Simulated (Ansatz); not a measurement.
**LiF: stress in a strained cell**

LiF is deformed so: zz strain of -3 %. What stress and forces result, by LAPW, PAW and all-electron datasets made for the crystal?

Method: DFT LDA, scalar-relativistic, in Ansatz 0.2.0.

**1. The system as given**

The structure is cubic, space group Fm-3m (No. 225). The conventional cell has a = 4.028 Å, b = 4.028 Å, c = 4.028 Å, α = 90.00°, β = 90.00°, γ = 90.00°. Li (site symmetry m-3m) has 6 F at 2.01 Å as nearest neighbours. F (site symmetry m-3m) has 6 Li at 2.01 Å as nearest neighbours.

Structure file:

```
Li F
1.0
     0.00000    2.01400    2.01400
     2.01400    0.00000    2.01400
     2.01400    2.01400    0.00000
Li F
1 1
Direct
  0.00000 0.00000 0.00000
  0.50000 0.50000 0.50000
```

Atoms are numbered in the order of the input: Li1, F2.

**2. After the deformation**

Space group Fm-3m before, I4/mmm after.

**3. All-electron LAPW**

input.yaml

```yaml
crystal:
  lattice:
    - [0.0, 2.014, 1.95358]
    - [2.014, 0.0, 1.95358]
    - [2.014, 2.014, 0.0]
  atoms:
    - { symbol: Li, position: [0.0, 0.0, 0.0] }
    - { symbol: F, position: [0.5, 0.5, 0.5] }
kpoints:
  mp_grid: { grid: [10, 10, 10] }
  band_path:
    path:
      - [0.0, 0.0, 0.0]
      - [0.0, 0.5, 0.5]
      - [0.25, 0.75, 0.5]
      - [0.0, 0.5, 0.0]
      - [0.0, 0.0, 0.0]
      - [0.5, 0.5, 0.0]
      - [0.3828515251, 0.6171484749, 0.0]
      - [-0.3828515251, 0.3828515251, 0.0]
      - [0.0, 0.0, 0.0]
    npoints: 5
scf:
  occupations: { method: fermi_dirac, width: 0.03 }
hamiltonian:
  xc: lda
  pseudopotentials: { kind: all_electron, lapw: { basis_error: 0.001 } }
output:
  forces: true
  stress: true
  eigenvalues: true
```

The run is started by

```console
$ ansatz run input.yaml --threads 1 --pin off --max-ram 3072MiB --backend cpu --events-out ev --progress --plain --runs-dir out
```

**4. PAW with frozen cores**

input.yaml

```yaml
crystal:
  lattice:
    - [0.0, 2.014, 1.95358]
    - [2.014, 0.0, 1.95358]
    - [2.014, 2.014, 0.0]
  atoms:
    - { symbol: Li, position: [0.0, 0.0, 0.0] }
    - { symbol: F, position: [0.5, 0.5, 0.5] }
kpoints:
  mp_grid: { grid: [10, 10, 10] }
scf:
  occupations: { method: fermi_dirac, width: 0.03 }
hamiltonian:
  xc: lda
  pseudopotentials: { kind: paw }
output:
  forces: true
  stress: true
  eigenvalues: true
  efg: { contact_densities: true }
  write_density: true
  write_potential: true
  elf: true
  volumetric_format: npy
```

**5. Datasets made for this crystal**

Changes to input.yaml since step 4:

```diff
@@ -14,3 +14,3 @@
   xc: lda
-  pseudopotentials: { kind: paw }
+  pseudopotentials: { kind: all_electron, datasets: crystal }
 output:
@@ -20,5 +20 @@
   efg: { contact_densities: true }
-  write_density: true
-  write_potential: true
-  elf: true
-  volumetric_format: npy
```

(Steps that only read results are left out.)

Before running it: what results should come out? Wanted: pressure; largest shear or deviatoric stress.

The runs gave:

| quantity | value |
| --- | --- |
| pressure | LAPW -4.34, PAW -4.42, crystal datasets -4.35 GPa |
| largest shear or deviatoric stress (LAPW) | 1.61 GPa |

In words: The largest part of the stress beyond the pressure is 1.61 GPa in size, in the zz component; the atoms are carried along and not relaxed. No run of the undeformed cell stands beside it, so the pressure holds what the given cell had before the change. PAW: stress within 0.10 GPa of LAPW. Crystal datasets: stress within 0.01 GPa of LAPW.
